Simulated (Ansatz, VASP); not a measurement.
**Nb in VASP and in Ansatz**

Contents of INCAR:

```
  PREC = Accurate
  ENCUT = 520
  EDIFF = 1E-6
  ISMEAR = -1
  SIGMA = 0.1
  LREAL = False
  LASPH = True
  NELM = 60
  ALGO = Normal
  ISIF = 2
  LWAVE = False
  LCHARG = False
  GGA = PE
  NBANDS = 12
```

KPOINTS

```
Automatic mesh
0
Gamma
  13 13 13
```

File POSCAR:

```
Nb
1.0
   -1.6547957147      1.6547957147      1.6547957147
    1.6547957147     -1.6547957147      1.6547957147
    1.6547957147      1.6547957147     -1.6547957147
Nb
1
Direct
    0.0000000000      0.0000000000      0.0000000000
```

Input for Ansatz:

```yaml
crystal:
  lattice:
    - [-1.6547957147, 1.6547957147, 1.6547957147]
    - [1.6547957147, -1.6547957147, 1.6547957147]
    - [1.6547957147, 1.6547957147, -1.6547957147]
  atoms:
    - { symbol: Nb, position: [0.0, 0.0, 0.0] }
hamiltonian:
  xc: pbe
  pseudopotentials:
    kind: paw
    azcp:
      Nb: "pseudopotentials/Nb.paw.azcp"
basis:
  ecutwfc: 500
  fft_grid_basis: typed
kpoints:
  mp_grid: { grid: [13, 13, 13], shift: [0, 0, 0] }
magnetization:
  spin_polarized: false
scf:
  occupations: { method: fermi_dirac, width: 0.1 }
  lower_state_search: "off"
output:
  stress: true
```

Alike in both runs: task single point; functional PBE; k mesh 13 × 13 × 13; occupations fermi-dirac, width 0.1 eV; no spin polarisation.

|  | VASP | Ansatz |
| --- | --- | --- |
| version | VASP 6.6.1 | Ansatz 0.2.0 |
| potentials or method | VASP PAW PBE potentials, release 64 (Nb_sv) | plane waves (500 eV) with PAW, scalar-relativistic |
| plane-wave cutoff (eV) | 520 | 500 |
| valence electrons in the cell | 13 | 13 |

|  | VASP | Ansatz | Ansatz less VASP |
| --- | --- | --- | --- |
| pressure (GPa) | -0.4 | 0.0 | +0.31 |
